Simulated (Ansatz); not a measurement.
# Ni (Fm-3m) in Ansatz: notebook

Runs on Ni. Level: PBE. Tasks: single point.

Everything below comes from runs of Ansatz 0.2.0. Logs are shortened: lines on timing, memory, paths and dates and some standing lists are left out, and cuts for length are marked.

### Step 1. Starting point

The structure is cubic, space group Fm-3m (No. 225). Conventional cell: a = 3.475 Å, b = 3.475 Å, c = 3.475 Å, α = 90.00°, β = 90.00°, γ = 90.00°. Ni (site symmetry m-3m) has 12 Ni at 2.46 Å as nearest neighbours.

### Step 2. Single point, PBE, collinear spin, ferromagnetic start

File input.yaml:

```yaml
crystal:
  lattice:
    - [0.0, 1.737572933, 1.737572933]
    - [1.737572933, 0.0, 1.737572933]
    - [1.737572933, 1.737572933, 0.0]
  atoms:
    - { symbol: Ni, position: [0.0, 0.0, 0.0], spin: 1.0 }
kpoints:
  mp_grid: { grid: [13, 13, 13] }
scf:
  occupations: { method: gaussian, width: 0.027 }
hamiltonian:
  xc: pbe
  pseudopotentials: { kind: all_electron, lapw: { basis_error: 0.001 } }
magnetization:
  spin_polarized: true
output:
  forces: true
  stress: true
  eigenvalues: true
```

Potentials or basis: all-electron LAPW, scalar-relativistic.

The run is started by

```
$ ansatz run input.yaml --threads 2 --pin off --max-ram 6144MiB --backend cpu --events-out ev --progress --plain --runs-dir out
```

Standard output:

```text
Warning: RAYON_NUM_THREADS=2 ignored (pool sized by the plan → 2); use --threads N
LAPW: plane waves up to 9.160 Å⁻¹, error target 1.0e-3 eV per atom; small_component_spin mean_spin; Ni in spheres of 1.229 Å, 18 of its electrons in bands, Dirac shells [] (how accurate: hamiltonian.pseudopotentials.lapw.basis_error, Limitations)
Engine: ansatz 0.2.0, aarch64-unknown-linux-gnu
Pseudopotentials: kind: all_electron
Pseudopotential: Ni, LAPW, valence charge 18, lapw/all_electron/scalar/gaussian/Ni, Koelling and Harmon's equation, gaussian nucleus
Functional definition: PBE
  parameter kappa = 0.804
  parameter beta = 0.06672455060314922
  exchange = pbe_x(kappa = kappa, mu = beta*pi^2/3)
  correlation = pbe_c(beta = beta)
Crystal: 1 atoms, lattice volume = 10.492 Å³
Basis set: ecut = 319.66886515584486 eV, 137 PW (Γ), exchange–correlation at level 2
Bands: 14, of which v1, the nominal top of the filled ones, is band 9 counted from 1 (8 counted from 0)
Symmetry: 48 space group operations
Space group: Fm-3m (ITA 225), of the structure as read, at distance tolerance 2.2e-5 Å
Magnetic group: BNS 225.116 (UNI 1618), of the structure as read, at distance tolerance 2.2e-5 Å
k-points: 84 of 2197
Non-local potential: Ni, projectors of the file, none
Initial density: superposition of atomic densities (chi_scale 0.1, normalization cell)
Starting moments: Σ|m| = 1 μB on 1 of 1 site
Initial wavefunctions: plane waves of lowest kinetic energy (no species holds an atomic orbital)
Functional: x = pbe(κ = 0.804, μ = 0.2195149727645171), c = pbe(β = 0.06672455060314922)
iter 1 solved again at ethr=9.77e-6 eV; its pass at ethr=1.00e-1 eV (dr2=1.76e-3 eV) is discarded
SCF iter   1: F=—  HF=-41382.838631 eV  |F-HF|=—  |Δ(HF+E_count)|=         —  Δρ=1.85e-2 (↑1.79e-2 ↓1.85e-2)  dr2=1.76e-3  dr2_m=3.14e-2  M=0.640 μB ∫|m|=0.685 μB  β_m=0.30  ethr=9.77e-6  ⟨swp⟩=3.9  Hψ=19303  notcnv=0
Mixer restart at iter 1: flushing history
preconditioner: auto → none  [metal: Δε(μ)=0.002 eV  Ē_g=17.219 eV  σ=0.027 eV  W_gap=0.03  n_scr=0 (ndim 8)  ℏωp=36.3 eV  f_vac=0.000  D(μ)=1.79/eV (n_scr^D=26)]
SCF iter   2: F=—  HF=-41382.843991 eV  |F-HF|=—  |Δ(HF+E_count)|=   5.36e-3  Δρ=1.28e-2 (↑1.26e-2 ↓1.28e-2)  dr2=7.07e-4  dr2_m=1.53e-2  M=0.640 μB ∫|m|=0.692 μB  β_m=0.62  ethr=9.77e-6  ⟨swp⟩=2.0  Hψ=6484  notcnv=0
SCF iter   3: F=—  HF=-41382.856825 eV  |F-HF|=—  |Δ(HF+E_count)|=   1.28e-2  Δρ=1.31e-3 (↑1.29e-3 ↓1.31e-3)  dr2=1.65e-4  dr2_m=8.15e-5  M=0.633 μB ∫|m|=0.708 μB  β_m=0.47  ethr=3.93e-6  ⟨swp⟩=2.9  Hψ=7248  notcnv=0
iter 4 solved again at ethr=2.84e-8 eV; its pass at ethr=9.19e-7 eV (dr2=5.11e-6 eV) is discarded
SCF iter   4: F=—  HF=-41382.853115 eV  |F-HF|=—  |Δ(HF+E_count)|=         —  Δρ=5.70e-4 (↑3.88e-4 ↓5.70e-4)  dr2=5.10e-6  dr2_m=1.96e-5  M=0.637 μB ∫|m|=0.714 μB  β_m=0.73  ethr=2.84e-8  ⟨swp⟩=2.0  Hψ=10991  notcnv=0
the basis was enlarged: its passes take 909.3 KiB over the memory plan, 2 of 2 planned eigensolver slots
SCF iter   5: F=—  HF=-41382.853502 eV  |F-HF|=—  |Δ(HF+E_count)|=   3.87e-4  Δρ=2.29e-4 (↑1.48e-4 ↓2.29e-4)  dr2=4.13e-7  dr2_m=3.24e-6  M=0.637 μB ∫|m|=0.718 μB  β_m=0.87  ethr=2.83e-8  ⟨swp⟩=3.0  Hψ=6821  notcnv=0
SCF iter   6: F=—  HF=-41382.853615 eV  |F-HF|=—  |Δ(HF+E_count)|=   1.13e-4  Δρ=1.19e-5 (↑1.19e-5 ↓1.17e-5)  dr2=8.31e-9  dr2_m=9.61e-9  M=0.638 μB ∫|m|=0.723 μB  β_m=0.85  ethr=2.30e-9  ⟨swp⟩=3.6  Hψ=7281  notcnv=0
SCF iter   7: F=—  HF=-41382.853615 eV  |F-HF|=—  |Δ(HF+E_count)|=   2.54e-7  Δρ=4.34e-6 (↑3.31e-6 ↓4.34e-6)  dr2=2.78e-10  dr2_m=1.33e-9  M=0.638 μB ∫|m|=0.723 μB  β_m=0.92  ethr=4.62e-11  ⟨swp⟩=3.0  Hψ=6972  notcnv=0
SCF iter   8: F=-41382.853615 eV  HF=-41382.853615 eV  |F-HF|=9.46e-11  |Δ(HF+E_count)|=   2.13e-8  Δρ=7.60e-7 (↑2.07e-7 ↓7.60e-7)  dr2=1.63e-11  dr2_m=2.24e-11  M=0.638 μB ∫|m|=0.723 μB  ethr=1.54e-12  ⟨swp⟩=3.1  Hψ=7124  notcnv=0
SCF 1 converged in 8 iterations: F = -41382.853615 eV  dr2 = 1.63e-11
SCF converged after 8 iterations
Magnetization: 0.6380 μB (9.3190 up, 8.6810 down)
Absolute magnetization: 0.7227 μB (∫|ρ↑−ρ↓|)
Spin contamination: 0.0064 ħ² per cell (⟨S²⟩ above its minimum at these occupations)
Per-site moments (μB) at R_I (Å): [(0.6613842077510483, 1.228649585422192)]
Free energy (F): -41382.853615 eV
Harris-Foulkes:  -41382.853615 eV  (|F-HF|=9.46e-11)
Internal energy: -41382.853209 eV  (E = F + TS)
E sigma→0 (E₀):  -41382.853412 eV
Entropy (-TS):   -0.000406 eV (-0.406 meV/atom)
Fermi energy:    19.175429 eV
--- Per-component energies (eV) ---
  E_band       = -268.363942
  E_kinetic    = 42047.075281
  E_xc         = -1731.149482
  E_electrostatic = -81698.779009  (all electrons and nuclei)
  E_smearing   = -0.000406  (= −TS)
  E_closure    = 0.000000  (closes the sum)
  E_atoms      = -41375.755904  (free atoms, spherical and without spin; not in F)
  Σ components = -41382.853615   (vs F -41382.853615, Δ=0.00e0)
  Basis errors (estimates in eV, not in F): energy 2.2e-4 per atom: plane waves 1.7e-4 (1.2e-4 summed), levels above the bands 0.0e0, relativity 6.0e-9, radial functions 5.3e-5, core shells 1.2e-9; eigenvalues (radial functions only) 5.6e-6; not estimated: angular momenta, meshes, grids; target (lapw.basis_error) 1.0e-3; muffin-tin radii Ni 1.229 Å
--- Forces (eV/Å), atoms counted from 1 ---
  atom   1  Ni    -0.00000000    -0.00000000    -0.00000000
  max |Σ_I F_I| component: 6.57e-32 eV/Å
--- Stress (GPa, compression-positive) ---
        7.971954      -0.000000      -0.000000
       -0.000000       7.971954      -0.000000
       -0.000000      -0.000000       7.971954
  P = ⅓ Tr σ = 7.9720 GPa (79.720 kbar)
--- Band table (eV; the first three rows and the last of 168) ---
  k-point 0 ↑: bands = ["-84.5941", "-44.8319", "-44.8319", "-44.8319", "9.7750", "16.5871", "16.5871", "16.5871", "17.8553", "17.8553", "42.9170", "47.1290", "47.1290", "47.1290"]
  k-point 1 ↑: bands = ["-84.5918", "-44.8464", "-44.8340", "-44.8340", "10.0125", "16.5237", "16.6408", "16.6408", "17.8325", "17.8325", "42.0979", "44.8488", "46.5956", "46.5956"]
  k-point 2 ↑: bands = ["-84.5856", "-44.8862", "-44.8397", "-44.8397", "10.7030", "16.3699", "16.7619", "16.7619", "17.8031", "17.8031", "38.7421", "43.8616", "45.7652", "45.7652"]
  k-point 83 ↓: bands = ["-83.6916", "-44.1831", "-44.1617", "-44.0965", "15.5482", "16.3545", "16.6710", "18.3568", "19.5371", "25.8793", "27.9085", "30.0143", "31.1225", "48.8047"]
```

Run time: 6.1 s. Hardware: 2 threads of Arm Neoverse V2, shared host; peak memory 0.35 GiB.

What came out:

| Item | Value |
| --- | --- |
| Free energy | -41382.8536 eV |
| Pressure | 8.0 GPa |
| Band gap on the k mesh | none (metal or under the smearing width) |
| Net moment | 0.64 μB per cell |
| Absolute moment | 0.72 μB per cell |
| Site moments | Ni +0.66 μB |

### Step 3. Single point, PBE, collinear spin, ferromagnetic start

Edit input.yaml of step 2 so:

```diff
@@ -10,3 +10,3 @@
 scf:
-  occupations: { method: gaussian, width: 0.027 }
+  occupations: { method: gaussian, width: 0.024 }
 hamiltonian:
```

Potentials or basis: all-electron LAPW, scalar-relativistic.

The run is started by

```
$ ansatz run input.yaml --threads 2 --pin off --max-ram 6144MiB --backend cpu --events-out ev --progress --plain --runs-dir out
```

Standard output:

```text
Warning: RAYON_NUM_THREADS=2 ignored (pool sized by the plan → 2); use --threads N
LAPW: plane waves up to 9.160 Å⁻¹, error target 1.0e-3 eV per atom; small_component_spin mean_spin; Ni in spheres of 1.229 Å, 18 of its electrons in bands, Dirac shells [] (how accurate: hamiltonian.pseudopotentials.lapw.basis_error, Limitations)
[... 8 set-up lines as earlier in the session ...]
Crystal: 1 atoms, lattice volume = 10.492 Å³
Basis set: ecut = 319.66886515584486 eV, 137 PW (Γ), exchange–correlation at level 2
Bands: 14, of which v1, the nominal top of the filled ones, is band 9 counted from 1 (8 counted from 0)
[... 2 set-up lines as earlier in the session ...]
Magnetic group: BNS 225.116 (UNI 1618), of the structure as read, at distance tolerance 2.2e-5 Å
k-points: 84 of 2197
[... 2 set-up lines as earlier in the session ...]
Starting moments: Σ|m| = 1 μB on 1 of 1 site
[... 2 set-up lines as earlier in the session ...]
iter 1 solved again at ethr=9.76e-6 eV; its pass at ethr=1.00e-1 eV (dr2=1.76e-3 eV) is discarded
SCF iter   1: F=—  HF=-41382.838541 eV  |F-HF|=—  |Δ(HF+E_count)|=         —  Δρ=1.85e-2 (↑1.79e-2 ↓1.85e-2)  dr2=1.76e-3  dr2_m=3.14e-2  M=0.640 μB ∫|m|=0.685 μB  β_m=0.30  ethr=9.76e-6  ⟨swp⟩=3.9  Hψ=19304  notcnv=0
Mixer restart at iter 1: flushing history
preconditioner: auto → none  [metal: Δε(μ)=0.001 eV  Ē_g=17.219 eV  σ=0.024 eV  W_gap=0.03  n_scr=0 (ndim 8)  ℏωp=36.3 eV  f_vac=0.000  D(μ)=1.88/eV (n_scr^D=26)]
SCF iter   2: F=—  HF=-41382.843902 eV  |F-HF|=—  |Δ(HF+E_count)|=   5.36e-3  Δρ=1.28e-2 (↑1.26e-2 ↓1.28e-2)  dr2=7.12e-4  dr2_m=1.53e-2  M=0.640 μB ∫|m|=0.692 μB  β_m=0.62  ethr=9.76e-6  ⟨swp⟩=2.0  Hψ=6622  notcnv=0
SCF iter   3: F=—  HF=-41382.856297 eV  |F-HF|=—  |Δ(HF+E_count)|=   1.24e-2  Δρ=1.20e-3 (↑1.20e-3 ↓1.18e-3)  dr2=1.35e-4  dr2_m=6.97e-5  M=0.634 μB ∫|m|=0.709 μB  β_m=0.47  ethr=3.95e-6  ⟨swp⟩=2.9  Hψ=7245  notcnv=0
iter 4 solved again at ethr=3.92e-8 eV; its pass at ethr=7.50e-7 eV (dr2=7.05e-6 eV) is discarded
SCF iter   4: F=—  HF=-41382.853067 eV  |F-HF|=—  |Δ(HF+E_count)|=         —  Δρ=5.84e-4 (↑3.64e-4 ↓5.84e-4)  dr2=7.04e-6  dr2_m=1.84e-5  M=0.638 μB ∫|m|=0.715 μB  β_m=0.74  ethr=3.92e-8  ⟨swp⟩=2.0  Hψ=11063  notcnv=0
the basis was enlarged: its passes take 909.3 KiB over the memory plan, 2 of 2 planned eigensolver slots
SCF iter   5: F=—  HF=-41382.853460 eV  |F-HF|=—  |Δ(HF+E_count)|=   3.93e-4  Δρ=2.30e-4 (↑1.48e-4 ↓2.30e-4)  dr2=4.25e-7  dr2_m=3.24e-6  M=0.638 μB ∫|m|=0.719 μB  β_m=0.87  ethr=3.91e-8  ⟨swp⟩=3.0  Hψ=6780  notcnv=0
SCF iter   6: F=—  HF=-41382.853574 eV  |F-HF|=—  |Δ(HF+E_count)|=   1.14e-4  Δρ=1.47e-5 (↑1.47e-5 ↓1.44e-5)  dr2=1.24e-8  dr2_m=1.47e-8  M=0.639 μB ∫|m|=0.723 μB  β_m=0.85  ethr=2.36e-9  ⟨swp⟩=3.5  Hψ=7269  notcnv=0
SCF iter   7: F=—  HF=-41382.853574 eV  |F-HF|=—  |Δ(HF+E_count)|=   3.12e-7  Δρ=5.04e-6 (↑4.19e-6 ↓5.04e-6)  dr2=6.26e-10  dr2_m=1.80e-9  M=0.639 μB ∫|m|=0.723 μB  β_m=0.92  ethr=6.88e-11  ⟨swp⟩=3.0  Hψ=6912  notcnv=0
SCF iter   8: F=-41382.853574 eV  HF=-41382.853574 eV  |F-HF|=2.18e-11  |Δ(HF+E_count)|=   2.72e-8  Δρ=1.05e-6 (↑3.71e-7 ↓1.05e-6)  dr2=2.88e-11  dr2_m=4.69e-11  M=0.639 μB ∫|m|=0.723 μB  ethr=3.48e-12  ⟨swp⟩=3.0  Hψ=7080  notcnv=0
SCF 1 converged in 8 iterations: F = -41382.853574 eV  dr2 = 2.88e-11
SCF converged after 8 iterations
Magnetization: 0.6387 μB (9.3194 up, 8.6806 down)
Absolute magnetization: 0.7234 μB (∫|ρ↑−ρ↓|)
Spin contamination: 0.0064 ħ² per cell (⟨S²⟩ above its minimum at these occupations)
Per-site moments (μB) at R_I (Å): [(0.6620829974854097, 1.228649585422192)]
Free energy (F): -41382.853574 eV
Harris-Foulkes:  -41382.853574 eV  (|F-HF|=2.18e-11)
Internal energy: -41382.853278 eV  (E = F + TS)
E sigma→0 (E₀):  -41382.853426 eV
Entropy (-TS):   -0.000296 eV (-0.296 meV/atom)
Fermi energy:    19.176168 eV
--- Per-component energies (eV) ---
  E_band       = -268.367387
  E_kinetic    = 42047.075437
  E_xc         = -1731.149494
  E_electrostatic = -81698.779220  (all electrons and nuclei)
  E_smearing   = -0.000296  (= −TS)
  E_closure    = 0.000000  (closes the sum)
  E_atoms      = -41375.755904  (free atoms, spherical and without spin; not in F)
  Σ components = -41382.853574   (vs F -41382.853574, Δ=0.00e0)
  Basis errors (estimates in eV, not in F): energy 2.2e-4 per atom: plane waves 1.7e-4 (1.2e-4 summed), levels above the bands 0.0e0, relativity 6.0e-9, radial functions 5.3e-5, core shells 1.2e-9; eigenvalues (radial functions only) 5.6e-6; not estimated: angular momenta, meshes, grids; target (lapw.basis_error) 1.0e-3; muffin-tin radii Ni 1.229 Å
--- Forces (eV/Å), atoms counted from 1 ---
  atom   1  Ni     0.00000000    -0.00000000     0.00000000
  max |Σ_I F_I| component: 1.36e-31 eV/Å
--- Stress (GPa, compression-positive) ---
        7.974660      -0.000000       0.000000
       -0.000000       7.974660       0.000000
        0.000000       0.000000       7.974660
  P = ⅓ Tr σ = 7.9747 GPa (79.747 kbar)
--- Band table (eV; the first three rows and the last of 168) ---
  k-point 0 ↑: bands = ["-84.5947", "-44.8326", "-44.8326", "-44.8326", "9.7749", "16.5864", "16.5864", "16.5864", "17.8549", "17.8549", "42.9169", "47.1289", "47.1289", "47.1289"]
  k-point 1 ↑: bands = ["-84.5925", "-44.8470", "-44.8346", "-44.8346", "10.0124", "16.5231", "16.6401", "16.6401", "17.8322", "17.8322", "42.0978", "44.8488", "46.5955", "46.5955"]
  k-point 2 ↑: bands = ["-84.5862", "-44.8868", "-44.8403", "-44.8403", "10.7030", "16.3693", "16.7612", "16.7612", "17.8028", "17.8028", "38.7419", "43.8615", "45.7651", "45.7651"]
  k-point 83 ↓: bands = ["-83.6914", "-44.1829", "-44.1615", "-44.0963", "15.5483", "16.3548", "16.6712", "18.3568", "19.5375", "25.8794", "27.9086", "30.0144", "31.1226", "48.8048"]
```

Run time: 6 s. Hardware: 2 threads of Arm Neoverse V2, shared host; peak memory 0.35 GiB.

What came out:

```yaml
Free_energy: -41382.8536 eV
Pressure: 8.0 GPa
Band_gap_on_the_k_mesh: none (metal or under the smearing width)
Net_moment: 0.64 μB per cell
Absolute_moment: 0.72 μB per cell
Site_moments: Ni +0.66 μB
```

### Step 4. Single point, PBE, collinear spin, ferromagnetic start

Edit input.yaml of step 3 so:

```diff
@@ -10,3 +10,3 @@
 scf:
-  occupations: { method: gaussian, width: 0.024 }
+  occupations: { method: gaussian, width: 0.016 }
 hamiltonian:
```

Potentials or basis: all-electron LAPW, scalar-relativistic.

The run is started by

```
$ ansatz run input.yaml --threads 2 --pin off --max-ram 6144MiB --backend cpu --events-out ev --progress --plain --runs-dir out
```

Standard output:

```text
Warning: RAYON_NUM_THREADS=2 ignored (pool sized by the plan → 2); use --threads N
LAPW: plane waves up to 9.160 Å⁻¹, error target 1.0e-3 eV per atom; small_component_spin mean_spin; Ni in spheres of 1.229 Å, 18 of its electrons in bands, Dirac shells [] (how accurate: hamiltonian.pseudopotentials.lapw.basis_error, Limitations)
[... 8 set-up lines as earlier in the session ...]
Crystal: 1 atoms, lattice volume = 10.492 Å³
Basis set: ecut = 319.66886515584486 eV, 137 PW (Γ), exchange–correlation at level 2
Bands: 14, of which v1, the nominal top of the filled ones, is band 9 counted from 1 (8 counted from 0)
[... 1 set-up line as earlier in the session ...]
[... 39 lines left out ...]
  E_closure    = 0.000000  (closes the sum)
  E_atoms      = -41375.755904  (free atoms, spherical and without spin; not in F)
  Σ components = -41382.853501   (vs F -41382.853501, Δ=0.00e0)
  Basis errors (estimates in eV, not in F): energy 2.2e-4 per atom: plane waves 1.7e-4 (1.2e-4 summed), levels above the bands 0.0e0, relativity 6.0e-9, radial functions 5.4e-5, core shells 1.3e-9; eigenvalues (radial functions only) 5.6e-6; not estimated: angular momenta, meshes, grids; target (lapw.basis_error) 1.0e-3; muffin-tin radii Ni 1.229 Å
--- Forces (eV/Å), atoms counted from 1 ---
  atom   1  Ni    -0.00000000    -0.00000000    -0.00000000
  max |Σ_I F_I| component: 1.99e-31 eV/Å
--- Stress (GPa, compression-positive) ---
        7.979414      -0.000000       0.000000
       -0.000000       7.979414       0.000000
        0.000000       0.000000       7.979414
  P = ⅓ Tr σ = 7.9794 GPa (79.794 kbar)
--- Band table (eV; the first three rows and the last of 168) ---
  k-point 0 ↑: bands = ["-84.5959", "-44.8337", "-44.8337", "-44.8337", "9.7748", "16.5851", "16.5851", "16.5851", "17.8545", "17.8545", "42.9168", "47.1289", "47.1289", "47.1289"]
  k-point 1 ↑: bands = ["-84.5936", "-44.8481", "-44.8357", "-44.8357", "10.0123", "16.5218", "16.6388", "16.6388", "17.8318", "17.8318", "42.0976", "44.8487", "46.5954", "46.5954"]
  k-point 2 ↑: bands = ["-84.5873", "-44.8880", "-44.8414", "-44.8414", "10.7028", "16.3681", "16.7600", "16.7600", "17.8023", "17.8023", "38.7416", "43.8614", "45.7649", "45.7649"]
  k-point 83 ↓: bands = ["-83.6911", "-44.1827", "-44.1613", "-44.0961", "15.5481", "16.3552", "16.6716", "18.3566", "19.5380", "25.8795", "27.9088", "30.0144", "31.1226", "48.8048"]
```

Wall time 6.1 s (2 threads of Arm Neoverse V2, shared host); peak memory 0.35 GiB.

Results:

```yaml
Free_energy: -41382.8535 eV
Pressure: 8.0 GPa
Band_gap_on_the_k_mesh: none (metal or under the smearing width)
Net_moment: 0.64 μB per cell
Absolute_moment: 0.72 μB per cell
Site_moments: Ni +0.66 μB
```

Levels at points of the mesh, in eV from the Fermi level:
Spin up:
```tsv
k point	band 6	band 7	band 8	band 9	band 10	band 11	band 12	band 13
(0.00, 0.00, 0.00)	-2.59	-2.59	-2.59	-1.32	-1.32	23.74	27.95	27.95
```
Spin down:
```
           k point  band 7  band 8  band 9  band 10  band 11  band 12
(0.00, 0.00, 0.00)   -1.81   -1.81   -0.74    -0.74    23.58    27.94
```

(Continued in part 2 of 2.)
